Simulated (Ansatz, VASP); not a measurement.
One calculation of Fe, two programs

The input INCAR:

```
SYSTEM = Fe
ALGO = Normal ; EDIFF = 1E-6
ENCUT = 520 ; GGA = PE
ISIF = 2 ; ISMEAR = -1
LASPH = .TRUE. ; LCHARG = .FALSE.
LREAL = .FALSE. ; LWAVE = .FALSE.
NBANDS = 15 ; NELM = 60
PREC = Accurate ; SIGMA = 0.08
```

KPOINTS

```
k-points
0
G
  17 17 10
  0 0 0
```

File POSCAR:

```
Fe
1.0
    2.4661896480      0.0000000000      0.0000000000
   -1.2330948240      2.1357828857      0.0000000000
    0.0000000000      0.0000000000      3.8924920371
Fe
2
Direct
    0.3333333333      0.6666666667      0.2500000000
    0.6666666667      0.3333333333      0.7500000000
```

Input for Ansatz:

```yaml
crystal:
  lattice:
    - [2.466189648, 0.0, 0.0]
    - [-1.233094824, 2.1357828857, 0.0]
    - [0.0, 0.0, 3.8924920371]
  atoms:
    - { symbol: Fe, position: [0.3333333333, 0.6666666667, 0.25] }
    - { symbol: Fe, position: [0.6666666667, 0.3333333333, 0.75] }
kpoints:
  mp_grid: { grid: [17, 17, 10] }
  band_path:
    path:
      - [0.0, 0.0, 0.0]
      - [0.5, 0.0, 0.0]
      - [0.3333333333, 0.3333333333, 0.0]
      - [0.0, 0.0, 0.0]
      - [0.0, 0.0, 0.5]
      - [0.5, 0.0, 0.5]
      - [0.3333333333, 0.3333333333, 0.5]
      - [0.0, 0.0, 0.5]
      - [0.5, 0.0, 0.5]
    npoints: 5
scf:
  occupations: { method: fermi_dirac, width: 0.08 }
hamiltonian:
  xc: pbe
  pseudopotentials: { kind: all_electron, lapw: { basis_error: 0.00025 } }
output:
  forces: true
  stress: true
  eigenvalues: true
```

Change from the starting cell: volume scaled by 1.04.

Alike in both runs: task single point; functional PBE; k mesh 17 × 17 × 10; occupations fermi-dirac, width 0.08 eV; no spin polarisation.

|  | VASP | Ansatz |
| --- | --- | --- |
| version | VASP 6.6.1 | Ansatz 0.2.0 |
| potentials or method | VASP PAW PBE potentials, release 64 (Fe) | all-electron LAPW, scalar-relativistic |
| plane-wave cutoff (eV) | 520 | see its input |

Ansatz gave:

* pressure (GPa): -1.3
* largest component of the traceless stress (GPa): 0.50

Question: What did VASP give for the same quantities?

Answer: Pressure (GPa): -1.8; largest component of the traceless stress (GPa): 0.40.

Ansatz ran all-electron here, so the differences hold the error of VASP's frozen core and of both bases.

Caveats: the run has no spin polarisation, though such a crystal can be magnetic. Spin polarisation is off, so any magnetic state and its effect on volume and gap are missing.
